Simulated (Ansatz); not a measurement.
# Gallium, alpha-Ga (Cmce) under revPBE: ground state and equation of state, part 2 of 2

What does revPBE give for gallium in the alpha-Ga (Cmce) structure? We relax it, solve it on a dense k-mesh, switch on spin-orbit coupling, then scale the cell to 7 volumes from 88 to 112 % of the relaxed one and try a fit of the equation of state. The k-meshes are 8×8×7 for the relaxation; 10×10×9 for the dense run; 8×8×7 for spin-orbit coupling; 10×10×9 for the volumes. The starting cell is the deposited one, from the Crystallography Open Database.

Ansatz 0.2.0; DFT, revPBE, plane waves (420 eV) with PAW, scalar-relativistic. Earlier steps stand in the parts before.

## 6. At 92 % of the relaxed volume

input.yaml

```yaml
crystal:
  lattice:
    - [2.2714565701, -3.8019348644, 0.0]
    - [2.2714565701, 3.8019348644, 0.0]
    - [0.0, 0.0, 4.4599004298]
  atoms:
    - { symbol: Ga, position: [0.8439416661, 0.1560583339, 0.0826813058] }
    - { symbol: Ga, position: [0.6560583339, 0.3439416661, 0.5826813058] }
    - { symbol: Ga, position: [0.1560583339, 0.8439416661, 0.9173186942] }
    - { symbol: Ga, position: [0.3439416661, 0.6560583339, 0.4173186942] }
hamiltonian:
  xc: revpbe
  pseudopotentials:
    kind: paw
    azcp:
      Ga: "pseudopotentials/Ga.paw.azcp"
basis:
  ecutwfc: 420
  fft_grid_basis: typed
kpoints:
  mp_grid: { grid: [10, 10, 9], shift: [0, 0, 0] }
magnetization:
  spin_polarized: false
scf:
  occupations: { method: fermi_dirac, width: 0.1 }
output:
  stress: true
```

Standard output (excerpt; [...] marks lines left out):

```text
Warning: RAYON_NUM_THREADS=4 ignored (pool sized by the plan → 4); use --threads N
[...]
Pseudopotentials: kind: paw
Pseudopotential: Ga, paw, valence charge 13, recommended cutoff 420 eV (normal), <dir>
Functional definition: revPBE
[...]
Crystal: 4 atoms, lattice volume = 77.031 Å³
Basis set: ecut = 420 eV, 1517 PW (Γ)
Bands: 30, of which v1, the nominal top of the filled ones, is band 26 counted from 1 (25 counted from 0)
Symmetry: 8 space group operations
Space group: Cmce (ITA 64), of the structure as read, at distance tolerance 4.3e-5 Å
k-points: 155 of 900
[...]
SCF iter   1: F=—  HF=-15147.921841 eV  |F-HF|=—  |Δ(HF+E_count)|=         —  Δρ=3.21e-3  dr2=3.81e-3  ethr=1.77e-3  ⟨swp⟩=5.5  Hψ=17310  notcnv=0
[...]
SCF iter   7: F=-15147.918359 eV  HF=-15147.918359 eV  |F-HF|=1.02e-8  |Δ(HF+E_count)|=   5.34e-8  Δρ=5.56e-6  dr2=2.32e-8  ethr=1.92e-10  ⟨swp⟩=4.4  Hψ=18080  notcnv=0
[...]
SCF converged after 7 iterations
Free energy (F): -15147.918359 eV
[...]
E sigma→0 (E₀):  -15147.902557 eV
Entropy (-TS):   -0.031605 eV (-7.901 meV/atom)
Fermi energy:    9.319363 eV
[...]
--- Stress (GPa, compression-positive) ---
        4.034659       0.000000       0.000000
        0.000000       4.768184       0.000000
        0.000000       0.000000       4.862978
  P = ⅓ Tr σ = 4.5553 GPa (45.553 kbar)
```

Wall time 4.4 s (4 threads of an x86-64 CPU, shared host); peak memory 0.67 GiB.

## 7. At 96 % of the relaxed volume

input.yaml, as its differences from that of step 6:

```diff
@@ -2,5 +2,5 @@
   lattice:
-    - [2.2714565701, -3.8019348644, 0.0]
-    - [2.2714565701, 3.8019348644, 0.0]
-    - [0.0, 0.0, 4.4599004298]
+    - [2.3039103344, -3.8562555587, 0.0]
+    - [2.3039103344, 3.8562555587, 0.0]
+    - [0.0, 0.0, 4.5236219022]
   atoms:
```

Standard output (excerpt; [...] marks lines left out):

```text
Warning: RAYON_NUM_THREADS=4 ignored (pool sized by the plan → 4); use --threads N
[...]
[... 3 set-up lines as earlier in the session ...]
[...]
Crystal: 4 atoms, lattice volume = 80.380 Å³
Basis set: ecut = 420 eV, 1581 PW (Γ)
Bands: 30, of which v1, the nominal top of the filled ones, is band 26 counted from 1 (25 counted from 0)
[... 2 set-up lines as earlier in the session ...]
k-points: 155 of 900
[...]
SCF iter   1: F=—  HF=-15147.988042 eV  |F-HF|=—  |Δ(HF+E_count)|=         —  Δρ=3.02e-3  dr2=3.40e-3  ethr=1.77e-3  ⟨swp⟩=5.6  Hψ=17267  notcnv=0
[...]
SCF iter   7: F=-15147.985409 eV  HF=-15147.985409 eV  |F-HF|=1.72e-8  |Δ(HF+E_count)|=   7.93e-8  Δρ=6.17e-6  dr2=3.18e-8  ethr=1.92e-10  ⟨swp⟩=4.0  Hψ=17424  notcnv=0
[...]
SCF converged after 7 iterations
Free energy (F): -15147.985409 eV
[...]
E sigma→0 (E₀):  -15147.968883 eV
Entropy (-TS):   -0.033052 eV (-8.263 meV/atom)
Fermi energy:    8.781374 eV
[...]
--- Stress (GPa, compression-positive) ---
        1.654580       0.000000       0.000000
        0.000000       2.028468       0.000000
        0.000000       0.000000       2.220078
  P = ⅓ Tr σ = 1.9677 GPa (19.677 kbar)
```

Run time: 4 s. Hardware: 4 threads of an x86-64 CPU, shared host; peak memory 0.69 GiB.

## 8. At 100 % of the relaxed volume

input.yaml, as its differences from that of step 7:

```diff
@@ -2,5 +2,5 @@
   lattice:
-    - [2.3039103344, -3.8562555587, 0.0]
-    - [2.3039103344, 3.8562555587, 0.0]
-    - [0.0, 0.0, 4.5236219022]
+    - [2.3354746722, -3.9090875424, 0.0]
+    - [2.3354746722, 3.9090875424, 0.0]
+    - [0.0, 0.0, 4.5855970268]
   atoms:
```

Standard output (excerpt; [...] marks lines left out):

```text
Warning: RAYON_NUM_THREADS=4 ignored (pool sized by the plan → 4); use --threads N
[...]
[... 3 set-up lines as earlier in the session ...]
[...]
Crystal: 4 atoms, lattice volume = 83.729 Å³
Basis set: ecut = 420 eV, 1645 PW (Γ)
Bands: 30, of which v1, the nominal top of the filled ones, is band 26 counted from 1 (25 counted from 0)
[... 2 set-up lines as earlier in the session ...]
k-points: 155 of 900
[...]
SCF iter   1: F=—  HF=-15148.007326 eV  |F-HF|=—  |Δ(HF+E_count)|=         —  Δρ=2.85e-3  dr2=2.96e-3  ethr=1.77e-3  ⟨swp⟩=5.6  Hψ=17255  notcnv=0
[...]
SCF iter   7: F=-15148.004661 eV  HF=-15148.004661 eV  |F-HF|=1.74e-8  |Δ(HF+E_count)|=   7.77e-8  Δρ=5.52e-6  dr2=3.52e-8  ethr=1.92e-10  ⟨swp⟩=4.0  Hψ=17432  notcnv=0
[...]
SCF converged after 7 iterations
Free energy (F): -15148.004661 eV
[...]
E sigma→0 (E₀):  -15147.987295 eV
Entropy (-TS):   -0.034732 eV (-8.683 meV/atom)
Fermi energy:    8.286477 eV
[...]
--- Stress (GPa, compression-positive) ---
       -0.232445       0.000000       0.000000
        0.000000      -0.076122       0.000000
        0.000000       0.000000       0.184965
  P = ⅓ Tr σ = -0.0412 GPa (-0.412 kbar)
```

Wall time 4.4 s (4 threads of an x86-64 CPU, shared host); peak memory 0.7 GiB.

## 9. At 104 % of the relaxed volume

input.yaml, as its differences from that of step 8:

```diff
@@ -2,5 +2,5 @@
   lattice:
-    - [2.3354746722, -3.9090875424, 0.0]
-    - [2.3354746722, 3.9090875424, 0.0]
-    - [0.0, 0.0, 4.5855970268]
+    - [2.3662081266, -3.9605288039, 0.0]
+    - [2.3662081266, 3.9605288039, 0.0]
+    - [0.0, 0.0, 4.6459407499]
   atoms:
```

Standard output (excerpt; [...] marks lines left out):

```text
Warning: RAYON_NUM_THREADS=4 ignored (pool sized by the plan → 4); use --threads N
[...]
[... 3 set-up lines as earlier in the session ...]
[...]
Crystal: 4 atoms, lattice volume = 87.078 Å³
Basis set: ecut = 420 eV, 1697 PW (Γ)
Bands: 30, of which v1, the nominal top of the filled ones, is band 26 counted from 1 (25 counted from 0)
[... 2 set-up lines as earlier in the session ...]
k-points: 155 of 900
[...]
SCF iter   1: F=—  HF=-15147.989607 eV  |F-HF|=—  |Δ(HF+E_count)|=         —  Δρ=2.71e-3  dr2=2.56e-3  ethr=1.77e-3  ⟨swp⟩=5.7  Hψ=17211  notcnv=0
[...]
SCF iter   6: F=-15147.986828 eV  HF=-15147.986828 eV  |F-HF|=2.34e-9  |Δ(HF+E_count)|=   1.70e-7  Δρ=2.56e-6  dr2=7.03e-9  ethr=1.84e-10  ⟨swp⟩=2.0  Hψ=17513  notcnv=0
[...]
SCF converged after 6 iterations
Free energy (F): -15147.986828 eV
[...]
E sigma→0 (E₀):  -15147.968507 eV
Entropy (-TS):   -0.036641 eV (-9.160 meV/atom)
Fermi energy:    7.829618 eV
[...]
--- Stress (GPa, compression-positive) ---
       -1.717630       0.000000      -0.000000
        0.000000      -1.692298       0.000000
       -0.000000       0.000000      -1.387575
  P = ⅓ Tr σ = -1.5992 GPa (-15.992 kbar)
```

It took 4.7 s on 4 threads of an x86-64 CPU, shared host; peak memory 0.7 GiB.

## 10. At 108 % of the relaxed volume

input.yaml, as its differences from that of step 9:

```diff
@@ -2,5 +2,5 @@
   lattice:
-    - [2.3662081266, -3.9605288039, 0.0]
-    - [2.3662081266, 3.9605288039, 0.0]
-    - [0.0, 0.0, 4.6459407499]
+    - [2.3961633082, -4.0106674026, 0.0]
+    - [2.3961633082, 4.0106674026, 0.0]
+    - [0.0, 0.0, 4.7047563702]
   atoms:
```

Standard output (excerpt; [...] marks lines left out):

```text
Warning: RAYON_NUM_THREADS=4 ignored (pool sized by the plan → 4); use --threads N
[...]
[... 3 set-up lines as earlier in the session ...]
[...]
Crystal: 4 atoms, lattice volume = 90.427 Å³
Basis set: ecut = 420 eV, 1759 PW (Γ)
Bands: 30, of which v1, the nominal top of the filled ones, is band 26 counted from 1 (25 counted from 0)
[... 1 set-up line as earlier in the session ...]
Space group: Cmce (ITA 64), of the structure as read, at distance tolerance 4.5e-5 Å
k-points: 155 of 900
[...]
SCF iter   1: F=—  HF=-15147.942836 eV  |F-HF|=—  |Δ(HF+E_count)|=         —  Δρ=2.71e-3  dr2=2.42e-3  ethr=1.77e-3  ⟨swp⟩=5.8  Hψ=17231  notcnv=0
[...]
SCF iter   6: F=-15147.940281 eV  HF=-15147.940281 eV  |F-HF|=2.34e-9  |Δ(HF+E_count)|=   1.71e-7  Δρ=2.50e-6  dr2=6.82e-9  ethr=1.57e-10  ⟨swp⟩=2.0  Hψ=17629  notcnv=0
[...]
SCF converged after 6 iterations
Free energy (F): -15147.940281 eV
[...]
E sigma→0 (E₀):  -15147.920876 eV
Entropy (-TS):   -0.038810 eV (-9.703 meV/atom)
Fermi energy:    7.406619 eV
[...]
--- Stress (GPa, compression-positive) ---
       -2.872679       0.000000       0.000000
        0.000000      -2.927894       0.000000
        0.000000       0.000000      -2.606716
  P = ⅓ Tr σ = -2.8024 GPa (-28.024 kbar)
```

Wall time 4.4 s (4 threads of an x86-64 CPU, shared host); peak memory 0.72 GiB.

## 11. At 112 % of the relaxed volume

input.yaml, as its differences from that of step 10:

```diff
@@ -2,5 +2,5 @@
   lattice:
-    - [2.3961633082, -4.0106674026, 0.0]
-    - [2.3961633082, 4.0106674026, 0.0]
-    - [0.0, 0.0, 4.7047563702]
+    - [2.4253876921, -4.0595828015, 0.0]
+    - [2.4253876921, 4.0595828015, 0.0]
+    - [0.0, 0.0, 4.7621371031]
   atoms:
```

Standard output (excerpt; [...] marks lines left out):

```text
Warning: RAYON_NUM_THREADS=4 ignored (pool sized by the plan → 4); use --threads N
[...]
[... 3 set-up lines as earlier in the session ...]
[...]
Crystal: 4 atoms, lattice volume = 93.777 Å³
Basis set: ecut = 420 eV, 1823 PW (Γ)
Bands: 30, of which v1, the nominal top of the filled ones, is band 26 counted from 1 (25 counted from 0)
[... 2 set-up lines as earlier in the session ...]
k-points: 155 of 900
[...]
SCF iter   1: F=—  HF=-15147.874009 eV  |F-HF|=—  |Δ(HF+E_count)|=         —  Δρ=2.72e-3  dr2=2.37e-3  ethr=1.77e-3  ⟨swp⟩=5.8  Hψ=17311  notcnv=0
[...]
SCF iter   6: F=-15147.871627 eV  HF=-15147.871627 eV  |F-HF|=2.12e-9  |Δ(HF+E_count)|=   1.68e-7  Δρ=2.45e-6  dr2=6.69e-9  ethr=1.48e-10  ⟨swp⟩=2.0  Hψ=17807  notcnv=0
[...]
SCF converged after 6 iterations
Free energy (F): -15147.871627 eV
[...]
E sigma→0 (E₀):  -15147.851022 eV
Entropy (-TS):   -0.041211 eV (-10.303 meV/atom)
Fermi energy:    7.013918 eV
[...]
--- Stress (GPa, compression-positive) ---
       -3.768503       0.000000       0.000000
        0.000000      -3.864925       0.000000
        0.000000       0.000000      -3.542730
  P = ⅓ Tr σ = -3.7254 GPa (-37.254 kbar)
```

It took 4.9 s on 4 threads of an x86-64 CPU, shared host; peak memory 0.72 GiB.

## 12. Fitting the volumes

All volumes keep the relaxed shape and fractional coordinates.

```
V (Å³/atom)  E − E₀ (meV/atom)  P from the stress (GPa)  P from the fit (GPa)
     18.420               53.2                     7.88                  7.86
     19.258               21.2                     4.56                  4.52
     20.095                4.6                     1.97                  1.93
     20.932                0.0                    -0.04                 -0.08
     21.770                4.7                    -1.60                 -1.65
     22.607               16.6                    -2.80                 -2.86
     23.444               34.1                    -3.73                 -3.79
```

A third-order Birch-Murnaghan fit gives V₀ = 20.893 Å³/atom, B₀ = 45 GPa and B₀′ = 5.3; it misses no point by more than 0.01 meV/atom.

## 13. Summary of results

This closing draws on all 2 parts.

| quantity | value |
| --- | --- |
| space group (spins left aside) | Cmce (No. 64) |
| conventional cell | a = 4.671 Å, b = 7.818 Å, c = 4.586 Å |
| volume | 20.932 Å³/atom |
| shortest distance | 2.555 Å |
| against the deposited volume | +6.8 % (19.595 Å³/atom) |
| gap on the mesh | none (levels filled in part) |
| V₀, B₀, B₀′ | 20.893 Å³/atom, 45 GPa, 5.3 |

**Reading.** revPBE puts the volume 6.8 % above the deposited one. This functional tends to bind solids too weakly. No gap shows: it is a metal or semimetal at this level. The total energy of the spin-orbit run (on a coarser mesh) lies -79 meV/atom from the scalar one; mesh and treatment of the core enter this figure, so it is no spin-orbit energy. B₀ comes out at 45 GPa; letting shape and positions relax at each volume could only lower it.
